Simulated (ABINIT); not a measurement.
Crystal: Sn.

```
CELL_PARAMETERS angstrom
-1.89465 1.89465 1.89465
1.89465 -1.89465 1.89465
1.89465 1.89465 -1.89465
ATOMIC_POSITIONS crystal
Sn 0.00000 0.00000 0.00000
```

This isn't the form of Sn at room conditions, which is tetragonal (white tin).

Base run:

| Property | Result |
| --- | --- |
| Program | ABINIT 10.8.3 (patched build) |
| Functional | PBE |
| Potentials or basis | JTH PAW PBE v2.0 |
| Cutoff | 599 eV |
| k mesh | 10 × 10 × 10 |
| Occupations | fermi-dirac, width 0.05 eV |
| Spin | no spin polarisation |

Its results: band gap on the k mesh none (metal or under the smearing width); pressure 0.6 GPa.

**Question.** The run is repeated on the same cell with these changes: functional from PBE to PBEsol; potentials or basis from JTH PAW PBE v2.0 to PseudoDojo NC SR PBEsol v0.4.1 standard; cutoff from 599 eV to 980 eV. What comes out?

**Answer.** Band gap on the k mesh none (metal or under the smearing width); pressure -2.1 GPa.
